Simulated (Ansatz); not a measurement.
# HC9: the cost of one run

Method: DFT PBE+D3(BJ), plane waves, PAW, scalar-relativistic, no spin polarisation, in Ansatz 0.2.0.

### 1 The starting structure

The cell holds 20 atoms (C18H2): a = 7.398 Å, b = 7.398 Å, c = 12.000 Å, α = 90.00°, β = 90.00°, γ = 120.00°.

Coordinates:

```
CELL_PARAMETERS angstrom
7.39800 0.00000 0.00000
-3.69900 6.40686 0.00000
0.00000 0.00000 12.00000
ATOMIC_POSITIONS crystal
C 0.00000 0.00000 0.08333
C 0.22222 0.11111 0.08333
C 0.00000 0.33333 0.08333
C 0.22222 0.44444 0.08333
C 0.00000 0.66667 0.08333
C 0.22222 0.77778 0.08333
C 0.33333 0.00000 0.08333
C 0.55556 0.11111 0.08333
C 0.33333 0.33333 0.08333
C 0.55556 0.44444 0.08333
C 0.33333 0.66667 0.08333
C 0.55556 0.77778 0.08333
C 0.66667 0.00000 0.08333
C 0.88889 0.11111 0.08333
C 0.66667 0.33333 0.08333
C 0.88889 0.44444 0.08333
C 0.66667 0.66667 0.08333
C 0.88889 0.77778 0.08333
H 0.08025 0.37391 0.20500
H 0.17397 0.35348 0.20500
```

### 2 Relaxing end A

input.yaml reads:

```yaml
crystal:
  lattice:
    - [7.398, 0.0, 0.0]
    - [-3.699, 6.406856, 0.0]
    - [0.0, 0.0, 12.0]
  atoms:
    - { symbol: C, position: [0.0, 0.0, 0.0833333] }
    - { symbol: C, position: [0.2222222, 0.1111111, 0.0833333] }
    - { symbol: C, position: [0.0, 0.3333333, 0.0833333] }
    - { symbol: C, position: [0.2222222, 0.4444444, 0.0833333] }
    - { symbol: C, position: [0.0, 0.6666667, 0.0833333] }
    - { symbol: C, position: [0.2222222, 0.7777778, 0.0833333] }
    - { symbol: C, position: [0.3333333, 0.0, 0.0833333] }
    - { symbol: C, position: [0.5555556, 0.1111111, 0.0833333] }
    - { symbol: C, position: [0.3333333, 0.3333333, 0.0833333] }
    - { symbol: C, position: [0.5555556, 0.4444444, 0.0833333] }
    - { symbol: C, position: [0.3333333, 0.6666667, 0.0833333] }
    - { symbol: C, position: [0.5555556, 0.7777778, 0.0833333] }
    - { symbol: C, position: [0.6666667, 0.0, 0.0833333] }
    - { symbol: C, position: [0.8888889, 0.1111111, 0.0833333] }
    - { symbol: C, position: [0.6666667, 0.3333333, 0.0833333] }
    - { symbol: C, position: [0.8888889, 0.4444444, 0.0833333] }
    - { symbol: C, position: [0.6666667, 0.6666667, 0.0833333] }
    - { symbol: C, position: [0.8888889, 0.7777778, 0.0833333] }
    - { symbol: H, position: [0.0802463, 0.3739141, 0.205] }
    - { symbol: H, position: [0.1739658, 0.3534775, 0.205] }
basis:
  ecutwfc: 420.0
kpoints:
  mp_grid: { grid: [2, 2, 1] }
hamiltonian:
  xc: pbe
  dispersion: d3bj
  pseudopotentials: { kind: paw, azcp: { folder: soft_1 } }
scf:
  occupations: { method: fermi_dirac, width: 0.02 }
  lower_state_search: "off"
relax:
  f_tol: 0.03
  max_steps: 60
  adjacent_minimum: "off"
```

Started as:

```
> ansatz run input.yaml --threads 1 --pin off --max-ram 3072MiB --backend cpu --events-out ev --progress --plain --runs-dir out
```

Q: Estimate wall time and peak memory on 1 thread of Arm Neoverse V1, shared host.

About 2 min, with a peak of 0.61 GiB.
